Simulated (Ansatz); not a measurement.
The system is Cl.

```xyz
4
Lattice="3.1450 -2.2500 0.0000 3.1450 2.2500 0.0000 0.0000 0.0000 8.2100" Properties=species:S:1:pos:R:3 pbc="T T T"
Cl    3.1450    0.5850    3.2840
Cl    3.1450    1.6650    7.3890
Cl    3.1450   -0.5850    4.9260
Cl    3.1450   -1.6650    0.8210
```

```yaml
Program: Ansatz 0.2.0
Task: relaxation of cell and atoms
Functional: PBEsol
Potentials_or_basis: all-electron LAPW, scalar-relativistic
Basis_error_allowed: 0.002 eV/atom
k_mesh: 7 × 7 × 4
Occupations: fermi-dirac, width 0.05 eV
Spin: no spin polarisation
```

At the start: volume 29.05 Å³/atom.

Q: Where does the relaxation end?

A: Over 13 steps the energy falls by 26.3 meV/atom and the volume is 26.97 Å³/atom (-7.1 %); space group Cmce (No. 64, to 0.05 Å).

Step by step:
| step | energy change (eV) | largest force (eV/Å) | volume (Å³) |
| --- | --- | --- | --- |
| 1 | 0.0000 | 0.1747 | 116.19 |
| 2 | -0.0505 | 0.1401 | 110.44 |
| 3 | -0.0706 | 0.0127 | 107.53 |
| 4 | -0.0836 | 0.0302 | 105.44 |
| 5 | -0.0943 | 0.0127 | 104.09 |
| 6 | -0.0967 | 0.1608 | 103.52 |
| 7 | -0.1008 | 0.0223 | 107.26 |
| 8 | -0.1009 | 0.0055 | 106.86 |
| 9 | -0.1010 | 0.0060 | 106.82 |
| 10 | -0.1050 | 0.0055 | 106.82 |
| 11 | -0.1053 | 0.0016 | 107.13 |
| 12 | -0.1053 | 0.0042 | 107.90 |
| 13 | -0.1054 | 0.0042 | 107.90 |

Final structure:
```
Cl
1.0
     3.46920   -1.94140    0.00000
     3.46920    1.94140    0.00000
     0.00000    0.00000    8.01025
Cl
4
Direct
  0.37332 0.62668 0.38895
  0.12668 0.87332 0.88895
  0.62668 0.37332 0.61105
  0.87332 0.12668 0.11105
```
